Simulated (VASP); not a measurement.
Set up this calculation in VASP 6.6.1, as the native input.

- Task: band structure
- Functional: PBE
- Potentials or basis: VASP PAW PBE potentials, release 64 (Ni_GW, Si_GW)
- Cutoff: 600 eV
- k mesh: 5 × 5 × 5
- Occupations: fermi-dirac, width 0.05 eV
- Spin: collinear spin, ferromagnetic start
- Starting moments: [1.0, 1.0, 1.0, 1.0, 0.0, 0.0, 0.0, 0.0] μB
- Further INCAR settings: ALGO = Normal; EDIFF = 1e-06; NBANDS = 42

SiNi:

```xyz
8
Lattice="4.5037 0.0000 0.0000 0.0000 4.5037 0.0000 0.0000 0.0000 4.5037" Properties=species:S:1:pos:R:3 pbc="T T T"
Ni    0.6733    0.6733    0.6733
Ni    2.9252    1.5785    3.8304
Ni    3.8304    2.9252    1.5785
Ni    1.5785    3.8304    2.9252
Si    3.8139    3.8139    3.8139
Si    1.5620    2.9417    0.6898
Si    0.6898    1.5620    2.9417
Si    2.9417    0.6898    1.5620
```

The cell is a database's computed one.

One way to write it, as run:

POSCAR

```
SiNi
1.0
    4.5036940000      0.0000000000      0.0000000000
    0.0000000000      4.5036940000      0.0000000000
    0.0000000000      0.0000000000      4.5036940000
Ni Si
4 4
Direct
    0.1495040000      0.1495040000      0.1495040000
    0.6495040000      0.3504960000      0.8504960000
    0.8504960000      0.6495040000      0.3504960000
    0.3504960000      0.8504960000      0.6495040000
    0.8468300000      0.8468300000      0.8468300000
    0.3468300000      0.6531700000      0.1531700000
    0.1531700000      0.3468300000      0.6531700000
    0.6531700000      0.1531700000      0.3468300000
```

INCAR.step1

```
SYSTEM = SiNi
ALGO = Normal
EDIFF = 1E-6
ENCUT = 600
GGA = PE
ISIF = 2
ISMEAR = -1
ISPIN = 2
LASPH = .True.
LCHARG = .True.
LMAXMIX = 4
LORBIT = 11
LREAL = .False.
LWAVE = .False.
MAGMOM = 1 1 1 1 0 0 0 0
NBANDS = 42
NELM = 100
PREC = Accurate
SIGMA = 0.05
```

KPOINTS.step1

```
k-points
0
Gamma
  5 5 5
  0 0 0
```

INCAR.step2

```
SYSTEM = SiNi
ALGO = Normal
EDIFF = 1E-6
ENCUT = 600
GGA = PE
ICHARG = 11
ISIF = 2
ISMEAR = 0
ISPIN = 2
LASPH = .True.
LCHARG = .False.
LMAXMIX = 4
LORBIT = 11
LREAL = .False.
LWAVE = .False.
MAGMOM = 1 1 1 1 0 0 0 0
NBANDS = 42
NELM = 100
PREC = Accurate
SIGMA = 0.05
```

KPOINTS.step2

```
path GXMGRX,MR
15
line-mode
reciprocal
 0.0000000000  0.0000000000  0.0000000000  G
 0.0000000000  0.5000000000  0.0000000000  X

 0.0000000000  0.5000000000  0.0000000000  X
 0.5000000000  0.5000000000  0.0000000000  M

 0.5000000000  0.5000000000  0.0000000000  M
 0.0000000000  0.0000000000  0.0000000000  G

 0.0000000000  0.0000000000  0.0000000000  G
 0.5000000000  0.5000000000  0.5000000000  R

 0.5000000000  0.5000000000  0.5000000000  R
 0.0000000000  0.5000000000  0.0000000000  X

 0.5000000000  0.5000000000  0.0000000000  M
 0.5000000000  0.5000000000  0.5000000000  R
```

Potentials or basis: VASP PAW PBE potentials, release 64 (Ni_GW, Si_GW).

Command:

```bash
$ cat potpaw_PBE.64/Ni_GW/POTCAR potpaw_PBE.64/Si_GW/POTCAR > POTCAR
$ cp INCAR.step1 INCAR
$ cp KPOINTS.step1 KPOINTS
$ mpirun -np 1 vasp_std > vasp.out
$ cp INCAR.step2 INCAR
$ cp KPOINTS.step2 KPOINTS
$ mpirun -np 1 vasp_std > vasp.out
```

It gave:

The band gap along the path is none (metal or under the smearing width) and the net moment is 0.00 μB per cell.

Caveat: the log is that of the step along the path at fixed density, whose energy, stress, charges and moments have no meaning.

Wall time 5.3 min on 1 thread of Intel(R) Xeon(R) 6975P-C (Granite Rapids), on a shared host, peak memory 0.69 GiB.
